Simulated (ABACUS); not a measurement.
Write the native input for ABACUS 3.10.1 that does the following.

```
Task                                          : band structure
Functional                                    : r2SCAN
Potentials or basis                           : SG15 ONCV 1.2 PBE
Cutoff                                        : 1102 eV
Density cutoff                                : 4408 eV
Basis                                         : plane waves
Occupations                                   : fermi-dirac, width 0.05 eV
Spin                                          : no spin polarisation
Radial cutoff of the potentials (pseudo_rcut) : 7 bohr
Threshold of the eigensolver                  : 1e-07 Ry
Density                                       : read from an earlier self-consistent run
Path                                          : X-G-Y, L-G-Z, N-G-M, R-G
Points for each segment of the path           : 10
SCF threshold on the density                  : 1e-08
Max SCF steps                                 : 100
Eigensolver                                   : dav
Mixing                                        : broyden
Mixing share                                  : 0.7
Symmetry key                                  : -1
Bands                                         : 18
```

Sb:

```xyz
1
Lattice="-1.5949 1.5513 2.7277 1.5472 -1.5649 2.7079 1.6154 1.5855 -2.7356" Properties=species:S:1:pos:R:3 pbc="T T T"
Sb    0.0000    0.0000    0.0000
```

This isn't the form of Sb at room conditions, which is rhombohedral.

The input as run:

INPUT

```
INPUT_PARAMETERS
suffix              Sb
calculation         nscf
basis_type          pw
pseudo_dir          ./
symmetry            -1
dft_functional      MGGA_X_R2SCAN+MGGA_C_R2SCAN
ecutwfc             81.0
pseudo_rcut         7
nspin               1
nbands              18
ks_solver           dav
smearing_method     fd
smearing_sigma      0.00367493
scf_thr             1e-08
scf_nmax            100
mixing_type         broyden
mixing_beta         0.7
mixing_tau          1
init_chg            file
pw_diag_thr         1e-07
out_band            1
kpar                4
```

STRU

```
ATOMIC_SPECIES
Sb 121.7600 Sb_ONCV_PBE-1.2.upf

LATTICE_CONSTANT
1.8897261246

LATTICE_VECTORS
-1.5948718800 1.5512544700 2.7276667100
1.5472171300 -1.5649253900 2.7079107700
1.6154168300 1.5854703400 -2.7356140700

ATOMIC_POSITIONS
Direct

Sb
0.0
1
0.0000000000 0.0000000000 0.0000000000 1 1 1
```

KPT

```
K_POINTS
11
Line
0.50000000 0.00000000 0.00000000 10 // X
0.00000000 0.00000000 0.00000000 10 // G
-0.50000000 0.00000000 0.50000000 1 // Y
0.00000000 0.00000000 0.50000000 10 // L
0.00000000 0.00000000 0.00000000 10 // G
0.00000000 -0.50000000 0.00000000 1 // Z
0.50000000 -0.50000000 0.00000000 10 // N
0.00000000 0.00000000 0.00000000 10 // G
-0.50000000 -0.50000000 0.50000000 1 // M
0.00000000 -0.50000000 0.50000000 10 // R
0.00000000 0.00000000 0.00000000 1 // G
```

Potentials or basis: SG15 ONCV 1.2 PBE, plane waves.

The run is started by

```sh
$ OMP_NUM_THREADS=1 mpirun -np 4 abacus > log
```

It took 16 s on 4 MPI ranks on Intel(R) Xeon(R) 6975P-C (Granite Rapids), on a shared host, peak memory 0.4 GiB a rank.
